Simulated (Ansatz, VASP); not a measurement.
# Ir in VASP and in Ansatz

Contents of INCAR:

```
PREC = Accurate
ENCUT = 520
EDIFF = 1E-7
ISMEAR = -1
SIGMA = 0.05
LREAL = F
LASPH = T
NELM = 150
ALGO = Normal
ISIF = 2
LWAVE = F
LCHARG = F
LNONCOLLINEAR = T
MAGMOM = 0 0 0 0 0 0
LORBIT = 11
LSORBIT = T
GGA_COMPAT = F
LORBMOM = T
LMAXMIX = 4
GGA = PS
NBANDS = 30
```

Contents of KPOINTS:

```
Automatic mesh
0
Gamma
  8 8 4
```

POSCAR

```
Ir
1.0
    2.7513778946      0.0000000000      0.0000000000
   -1.3756889473      2.3827631521      0.0000000000
    0.0000000000      0.0000000000      4.4622900000
Ir
2
Direct
    0.3333333333      0.6666666667      0.2500000000
    0.6666666667      0.3333333333      0.7500000000
```

File input.yaml:

```yaml
crystal:
  lattice:
    - [2.7513778946, 0.0, 0.0]
    - [-1.3756889473, 2.3827631521, 0.0]
    - [0.0, 0.0, 4.46229]
  atoms:
    - { symbol: Ir, position: [0.3333333333, 0.6666666667, 0.25] }
    - { symbol: Ir, position: [0.6666666667, 0.3333333333, 0.75] }
kpoints:
  mp_grid: { grid: [8, 8, 4] }
  band_path:
    path:
      - [0.0, 0.0, 0.0]
      - [0.5, 0.0, 0.0]
      - [0.3333333333, 0.3333333333, 0.0]
      - [0.0, 0.0, 0.0]
      - [0.0, 0.0, 0.5]
      - [0.5, 0.0, 0.5]
      - [0.3333333333, 0.3333333333, 0.5]
      - [0.0, 0.0, 0.5]
    npoints: 6
scf:
  occupations: { method: fermi_dirac, width: 0.05 }
hamiltonian:
  xc: pbesol
  pseudopotentials: { kind: all_electron, lapw: { basis_error: 0.001 } }
magnetization:
  noncollinear: true
  spin_orbit: true
output:
  forces: true
  stress: true
  eigenvalues: true
```

Alike in both runs: functional PBEsol; k mesh 8 × 8 × 4; occupations fermi-dirac, width 0.05 eV; non-collinear spin, spin-orbit coupling.

|  | VASP | Ansatz |
| --- | --- | --- |
| version | VASP 6.6.1 | Ansatz 0.2.0 |
| potentials or method | VASP PAW PBE potentials, release 64 (Ir) | all-electron LAPW, relativistic spinors |
| plane-wave cutoff (eV) | 520 | see its input |
| task | single point | band structure |

|  | VASP | Ansatz | Ansatz less VASP |
| --- | --- | --- | --- |
| gap on the k mesh at the Fermi level (eV) | none | none | - |
| pressure (GPa) | -10.2 | -11.4 | -1.20 |
| largest component of the traceless stress (GPa) | 1.51 | 1.59 | +0.080 |
| net moment per atom (μB) | 0.00 | 0.00 | 0.000 |

A gap of «none» marks a metal or a gap that the smearing closes. Ansatz ran all-electron here, so the differences hold the error of VASP's frozen core and of both bases.

Caveats: the PAW data sets were made with another functional, which shifts forces and pressure a little (VASP); the k mesh is thin for a metal, which can move the energy by tens of meV per atom (Ansatz).
